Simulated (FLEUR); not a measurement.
The system is Bi.

```
CELL_PARAMETERS angstrom
2.26750 1.30914 3.93800
-2.26750 1.30914 3.93800
0.00000 -2.61828 3.93800
ATOMIC_POSITIONS crystal
Bi 0.76600 0.76600 0.76600
Bi 0.23400 0.23400 0.23400
```

```yaml
Program: FLEUR MaX-R8.1 (later development tree)
Task: single point
Functional: PBEsol
Potentials_or_basis: all-electron
Basis: FLAPW
Kmax: 4.1 1/bohr
k_mesh: 7 × 7 × 7
Occupations: fermi-dirac, width 0.05 eV
Spin: no spin polarisation
Gmax: 12.7 1/bohr
Muffin-tin_radii: Bi 2.6 bohr
lmax: Bi 10
lnonsphr: Bi 10
Local_orbitals_a_species: Bi 5
Max_iterations: 60
Mixing_factor: 0.05
Mixer: Anderson
Mixer_history: 15
```

On this cell: largest force 0.137 eV/Å; band gap on the k mesh 0.26 eV, indirect (least direct gap 0.52 eV).

The same run follows on a disturbed copy (atoms moved at random, drawn with an rms of 0.05 Å):

```
Bi
1.0
     2.26750    1.30914    3.93800
    -2.26750    1.30914    3.93800
     0.00000   -2.61828    3.93800
Bi
2
Direct
  0.77243 0.78624 0.75406
  0.23222 0.23858 0.23225
```

Task: What changes?

Result: The energy moves by +9.8 meV/atom; largest force 0.443 eV/Å; band gap on the k mesh 0.23 eV, indirect (least direct gap 0.51 eV).

Forces in eV/Å, atoms in the order of the input:
```
Bi   0.044 -0.183 -0.402
Bi  -0.044  0.183  0.402
```

Caveats: spin-orbit coupling is left out, which as a rule narrows the gap of such compounds by several tenths of an eV; an odd mesh through Γ misses points on the zone boundary, where band edges often lie.
